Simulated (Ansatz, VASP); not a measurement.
S: VASP beside Ansatz

```
S
1.0
     0.00000    2.17688    2.17688
     2.17688    0.00000    2.17688
     2.17688    2.17688    0.00000
S
2
Direct
  0.87500 0.87500 0.87500
  0.12500 0.12500 0.12500
```

Change from the starting cell: volume scaled by 0.45, crystal datasets.

Alike in both runs: task single point; functional PBEsol; k mesh 13 × 13 × 13; occupations fermi-dirac, width 0.05 eV; no spin polarisation.

```csv
,VASP,Ansatz
version,VASP 6.6.1,Ansatz 0.2.0
potentials or method,"VASP PAW PBE potentials, release 64 (S), cutoff 520 eV","all-electron PAW with datasets made for the crystal, scalar-relativistic"
```

Ansatz gave:

- pressure (GPa): 125.9

Q: Estimate VASP's values.

A: Pressure (GPa): 125.8.

Ansatz ran all-electron here, so the differences hold the error of VASP's frozen core and of both bases.

Caveats: the cell as given lies far from equilibrium; so large a pressure means that the cell lies far from this level's equilibrium, or that cutoff or potentials fall short (VASP); the potentials were made for another functional, which shifts forces and pressure (VASP).
